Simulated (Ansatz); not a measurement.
Runs of Ansatz 0.2.0 on ZrC. The typed cell holds 2 atoms: a = 3.314 Å, b = 3.358 Å, c = 3.361 Å, α = 58.36°, β = 59.44°, γ = 59.68°. 

```tsv
screening (1/Å)	gap on the mesh (eV)	pressure (GPa)	largest force (eV/Å)
0.6	none	(a)	0.18
0.15	none	-0.4	0.16
0.1	none	-0.5	0.16
0.4	none	0.3	0.17
0.3	none	(b)	0.17
0.2	none	-0.3	0.16
```

Alike in all rows: task single point; level HSE06 form with a typed share of exact exchange; potentials or basis Ansatz PAW; no spin polarisation; cell all atoms moved at random, sigma 0.02 Å a component, cell strained at random, sigma 0.01; k mesh 5 × 5 × 5; cutoff (eV) 420; smearing fermi-dirac 0.05 eV; the mesh is coarse, so values aren't converged.

Fill in the values left out.

(a) 0.7; (b) 0.0.

Caveats: all runs use coarse meshes; the PAW data sets come from PBE, with cores solved anew for the run's functional, which leaves a small shift of forces and pressure; the thresholds are loose for stress.

A k mesh can miss the band edges, and the runs leave out spin-orbit coupling on Zr.

A gap of «none» marks a metal or a gap under the smearing width.
